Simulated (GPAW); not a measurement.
Here is a GPAW 26.7.0 calculation.

Contents of run.py:

```python
from ase import Atoms
from ase.dft.bandgap import bandgap
from ase.io import write
from ase.units import GPa
from gpaw import GPAW, PW

atoms = Atoms(['As', 'Ga'],
              cell=[[0.0, 2.82685, 2.82685],
                    [2.82685, 0.0, 2.82685],
                    [2.82685, 2.82685, 0.0]],
              scaled_positions=[[0.75, 0.75, 0.75],
                                [0.0, 0.0, 0.0]],
              pbc=True)

calc = GPAW(mode=PW(450),
            xc='LDA',
            kpts={'size': (7, 7, 7), 'gamma': True},
            occupations={'name': 'fermi-dirac', 'width': 0.05},
            nbands=11,
            maxiter=120,
            txt='gpaw.txt')
atoms.calc = calc
energy = atoms.get_potential_energy()
forces = atoms.get_forces()
stress = atoms.get_stress()
calc.write('gs.gpw')
write('result.traj', atoms)
print(f'Energy: {energy:.6f} eV')
print('Forces (eV/A):')
print(forces.round(4))
print('Stress (GPa):', (stress / GPa).round(3))
print('Fermi level:', round(calc.get_fermi_level(), 4), 'eV')
print(f'Gap: {bandgap(calc)[0]:.4f} eV, direct: {bandgap(calc, direct=True)[0]:.4f} eV')
```

Potentials or basis: the program's PAW data sets (release 1.2.1) made for this functional, pw.

The run is started by

```console
$ OMP_NUM_THREADS=1 python run.py
```

**Question.** Estimate the band gap on the k mesh.

**Answer.** 0.36 eV, direct.

**Question.** Predict the pressure.

**Answer.** -0.9 GPa.

Caveat: the cutoff is short for stress and forces, so pressures can be off by a GPa or more.

**Experimental background.**

From “Evidence of valence band perturbations in GaAsN/GaAs(001): A combined variable-angle spectroscopic ellipsometry and modulated photoreflectance investigation”, 2008, arxiv:0805.2212, for a bulk crystal of GaAs at 300 K: band gap 1.412 ± 0.01 eV (direct).

A measured gap of GaAs is 1.412 eV (direct; 300 K; “Evidence of valence band perturbations in GaAsN/GaAs(001): A combined variable-angle spectroscopic ellipsometry and modulated photoreflectance investigation”, 2008, arxiv:0805.2212); the calculated 0.36 eV misses it by -1.05 eV. So large a miss can be the level of theory's own, or it may mean another phase, state or a wrong row. 3 values of this kind are on record (1.412 to 1.51 eV); this one was drawn at random among those near their median, those with a stated uncertainty first. Spin-orbit coupling on As, Ga is left out. The value is that of LDA, without temperature or zero-point motion. Semilocal functionals fall short of measured gaps as a rule.
